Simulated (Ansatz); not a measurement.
# MoS2: how the settings move a single-point run

How sensitive is a single-point run of MoS2 to its settings? A reference run comes first, then six runs with altered input.

Method: reference: DFT, PBEsol, plane waves, PAW, in Ansatz 0.2.0.

3 further runs of the same task are left out: 1 for a known fault of the program, 2 that didn't finish.

## (1) The structure to begin with

The structure is trigonal, space group R3m (No. 160). Conventional cell: a = 3.175 Å, b = 3.175 Å, c = 18.582 Å, α = 90.00°, β = 90.00°, γ = 120.00°. Around Mo (site symmetry 3m) lie 6 S at 2.40 Å. S (site symmetry 3m) is surrounded by 3 Mo at 2.40 Å.

As a file:

```
CELL_PARAMETERS angstrom
1.58759 0.91660 6.19394
-1.58759 0.91660 6.19394
0.00000 -1.83319 6.19394
ATOMIC_POSITIONS crystal
Mo 0.99999 0.99999 0.99999
S 0.41700 0.41700 0.41700
S 0.24968 0.24968 0.24968
```

## (2) Reference

The input, input.yaml:

```yaml
crystal:
  lattice:
    - [1.5875907347, 0.916595938, 6.1939395993]
    - [-1.5875907347, 0.916595938, 6.1939395993]
    - [0.0, -1.833191876, 6.1939395993]
  atoms:
    - { symbol: Mo, position: [-1.46007e-05, -1.46007e-05, -1.46007e-05] }
    - { symbol: S, position: [0.4170015121, 0.4170015121, 0.4170015121] }
    - { symbol: S, position: [0.2496797553, 0.2496797553, 0.2496797553] }
kpoints:
  mp_grid: { grid: [6, 6, 6] }
hamiltonian:
  xc: pbesol
scf:
  occupations: { method: fixed }
  n_extra_bands: 4
output:
  forces: true
  stress: true
  eigenvalues: true
```

The run is started by

```sh
ansatz run input.yaml --threads 4 --pin off --max-ram 3686MiB --backend cpu --events-out ev --progress --plain --runs-dir out
```

## (3) Changing settings: dr2_threshold 1.0e-12

Changes to input.yaml since step 2:

```diff
@@ -16,2 +16,4 @@
   n_extra_bands: 4
+  convergence: { dr2_threshold: 1.0e-12 }
+  max_iter: 95
 output:
```

## (4) Variant: occupations.method gaussian, occupations.width 0.5

Changes to input.yaml since step 2:

```diff
@@ -14,3 +14,3 @@
 scf:
-  occupations: { method: fixed }
+  occupations: { method: gaussian, width: 0.5 }
   n_extra_bands: 4
```

## (5) Changed: ecutwfc 750

Changes to input.yaml since step 2:

```diff
@@ -20 +20,3 @@
   eigenvalues: true
+basis:
+  ecutwfc: 750
```

## (6) Changed: occupations.method cold, occupations.width 0.001

Changes to input.yaml since step 2:

```diff
@@ -14,3 +14,3 @@
 scf:
-  occupations: { method: fixed }
+  occupations: { method: cold, width: 0.001 }
   n_extra_bands: 4
```

## (7) Changing settings: occupations.method fermi_dirac, occupations.width 0.5

Changes to input.yaml since step 2:

```diff
@@ -14,3 +14,3 @@
 scf:
-  occupations: { method: fixed }
+  occupations: { method: fermi_dirac, width: 0.5 }
   n_extra_bands: 4
```

## (8) Changing settings: xc mr2scan

Changes to input.yaml since step 2:

```diff
@@ -12,3 +12,3 @@
 hamiltonian:
-  xc: pbesol
+  xc: mr2scan
 scf:
```

**Question.** What will these runs give? Wanted: for each run, ending; energy change; pressure; gap; force.

As calculated:

| run | ending | energy change | pressure (GPa) | gap (eV) | force (eV/Å) | cycles | time |
| --- | --- | --- | --- | --- | --- | --- | --- |
| reference | converged | 0 | -2.5 | 0.91 | 0.14 | 8 | 1.8 s |
| 1: dr2_threshold 1.0e-12 | converged | 0.0 meV/atom | -2.5 | 0.91 | 0.14 | 12 | 2.2 s |
| 2: occupations.method gaussian, occupations.width 0.5 | converged | +0.9 meV/atom (σ→0) | -2.5 | 0.91 | 0.15 | 8 | 1.8 s |
| 3: ecutwfc 750 | converged | -0.5 meV/atom | -2.5 | 0.91 | 0.14 | 8 | 3.5 s |
| 4: occupations.method cold, occupations.width 0.001 | converged | 0.0 meV/atom (σ→0) | -2.5 | 0.91 | 0.14 | 8 | 1.9 s |
| 5: occupations.method fermi_dirac, occupations.width 0.5 | converged | +58.8 meV/atom (σ→0) | -0.8 | 0.92 | 0.02 | 6 | 2.1 s |
| 6: xc mr2scan | converged | not comparable | 1.2 | 1.03 | 0.05 | 9 | 4.2 s |

Residual by cycle in the longest SCF loop of each run; runs are numbered as in the table. The quantity is the density residual dr2, in eV.

| cycle | reference | run 1 | run 2 | run 3 | run 4 | run 5 | run 6 |
| --- | --- | --- | --- | --- | --- | --- | --- |
| 1 | 0.0171 | 0.0171 | 0.0176 | 0.0171 | 0.017 | 0.0375 | 0.0757 |
| 2 | 0.038 | 0.038 | 0.0402 | 0.0373 | 0.0372 | 0.0343 | 0.286 |
| 3 | 0.0129 | 0.0129 | 0.0128 | 0.013 | 0.013 | 0.00127 | 0.0116 |
| 4 | 0.00154 | 0.00154 | 0.00141 | 0.00159 | 0.00161 | 1.8e-5 | 3.3e-4 |
| 5 | 1.8e-4 | 1.8e-4 | 1.8e-4 | 1.8e-4 | 1.8e-4 | 9.8e-7 | 3.4e-5 |
| 6 | 2.9e-6 | 2.9e-6 | 2.2e-6 | 2.9e-6 | 2.8e-6 | 2.1e-8 | 2.0e-5 |
| 7 | 1.7e-7 | 1.7e-7 | 1.6e-7 | 1.7e-7 | 1.7e-7 | - | 2.9e-6 |
| 8 | 4.9e-9 | 4.9e-9 | 4.4e-9 | 5.1e-9 | 5.0e-9 | - | 1.6e-7 |
| 9 | - | 1.9e-10 | - | - | - | - | 7.1e-9 |
| 10 | - | 1.3e-11 | - | - | - | - | - |
| 11 | - | 1.4e-12 | - | - | - | - | - |
| 12 | - | 1.5e-13 | - | - | - | - | - |

**Reading.** Of the variants the dearest is «xc mr2scan» (4.2 s), the cheapest «occupations.method gaussian, occupations.width 0.5» (1.8 s), on a shared host.
